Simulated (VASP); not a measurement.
# SnO: convergence, local potentials

SnO, P4/nmm (no. 129), 4 atoms in the cell. PBE, local potentials; PAW potentials Sn_d, O (PBE set). VASP 6.6.1.

Wanted: top filled level over the potential at the emptiest point within 0.02 eV; mean exchange-correlation potential within 0.02 eV.

POSCAR:
```
SnO
1.0
    3.8136952200      0.0000000000      0.0000000000
    0.0000000000      3.8136952200      0.0000000000
    0.0000000000      0.0000000000      4.8869133000
Sn O
2 2
Direct
    0.5000000000      0.0000000000      0.7646261400
    0.0000000000      0.5000000000      0.2353738600
    0.0000000000      0.0000000000      0.0000000000
    0.5000000000      0.5000000000      0.0000000000
```

The series start from Cutoff ENCUT (eV): 500; k mesh: 5 × 5 × 4; PREC: Accurate; ADDGRID: default. Each series keeps the choices made before it, and each single choice may use up half of a tolerance. Times cover all steps of a run.

## Cutoff ENCUT (eV)

| Cutoff ENCUT (eV) | Top filled level over the potential at the emptiest point (eV) | Mean exchange-correlation potential (eV) | Time (s) |
|---|---|---|---|
| 250 | -3.116 | -10.171 | 9.6 |
| 300 | -3.091 | -10.170 | 12 |
| 350 | -3.071 | -10.170 | 12 |
| 400 | -3.094 | -10.171 | 21 |
| 500 | -3.074 | -10.172 | 23 |
| 600 | -3.057 | -10.172 | 30 |
| 750 (reference) | -3.077 | -10.171 | 40 |

Chosen: 750; the next looser run is off by more than half of the tolerance, so convergence isn't shown beyond this value.

## k mesh

| k mesh | Top filled level over the potential at the emptiest point (eV) | Mean exchange-correlation potential (eV) | Time (s) |
|---|---|---|---|
| 3 × 3 × 2 | -3.100 | -10.172 | 30 |
| 3 × 3 × 3 | -3.111 | -10.174 | 29 |
| 4 × 4 × 3 | -3.079 | -10.171 | 32 |
| 5 × 5 × 4 | -3.077 | -10.171 | 40 |
| 6 × 6 × 5 | -3.079 | -10.172 | 60 |
| 8 × 8 × 6 | -3.080 | -10.172 | 74 |
| 10 × 10 × 8 (reference) | -3.079 | -10.172 | 127 |

Chosen: 4 × 4 × 3, the loosest value from which every tighter one stays within half of the tolerance.

## PREC

| PREC | Top filled level over the potential at the emptiest point (eV) | Mean exchange-correlation potential (eV) | Time (s) |
|---|---|---|---|
| Accurate | -3.079 | -10.171 | 32 |
| Normal | -3.078 | -10.171 | 16 |
| Single | -3.043 | -10.171 | 21 |

Chosen: Normal, the fastest of those that stay within half of the tolerance.

## ADDGRID

| ADDGRID | Top filled level over the potential at the emptiest point (eV) | Mean exchange-correlation potential (eV) | Time (s) |
|---|---|---|---|
| default | -3.078 | -10.171 | 16 |
| yes | -3.078 | -10.171 | 30 |

Chosen: default; no other choice that stays within half of the tolerance saves 30 % of the time.

## All choices together

| Input | Top filled level over the potential at the emptiest point (eV) | Mean exchange-correlation potential (eV) | Time (s) |
|---|---|---|---|
| program defaults, k points 0.5 per Å apart (naive) | -3.040 | -10.171 | 7.8 |
| chosen settings | -3.078 | -10.171 | 16 |
| reference settings throughout | -3.079 | -10.172 | 127 |

The chosen settings stay within the tolerance of the reference run, but the reference itself isn't shown to be converged in: Cutoff ENCUT (eV).

## The input

INCAR.step1:
```
  ALGO = Normal
  EDIFF = 1E-6
  ENCUT = 750
  GGA = PE
  ISMEAR = 0
  KPAR = 4
  LASPH = True
  LCHARG = False
  LREAL = False
  LVHAR = True
  LWAVE = True
  NBANDS = 28
  NELM = 120
  PREC = Normal
  SIGMA = 0.02
```

INCAR.step2, as INCAR.step1 but for:
```
- LVHAR = True
- LWAVE = True
+ ISTART = 1
+ LVTOT = True
+ LWAVE = False
```

KPOINTS:
```
Automatic mesh
0
Gamma
  4 4 3
  0 0 0
```

Commands (each step's output is kept before the next begins):
```
cat potpaw_PBE.64/Sn_d/POTCAR potpaw_PBE.64/O/POTCAR > POTCAR
cp INCAR.step1 INCAR
mpirun -np 4 vasp_std > vasp.out
cp INCAR.step2 INCAR
mpirun -np 4 vasp_std > vasp.out
```

Limits: the top filled level is that of the k mesh, so a mesh that misses the valence top gives a lower one.

The chosen input took VASP 6.6.1 16 s on 4 cores (Intel Xeon Platinum 8259CL @ 2.50GHz (Skylake/Cascade Lake)), a shared host.

## An input that fails: LVHAR left on beside LVTOT in the second step, whose file then holds the electrostatic part alone

It runs to its end, but against the unchanged starting input it is off by 0.000 eV in the top filled level over the potential at the emptiest point, 10.172 eV in the mean exchange-correlation potential.

Changes against the starting input:
```
(step 2)
+ LVHAR = True
```
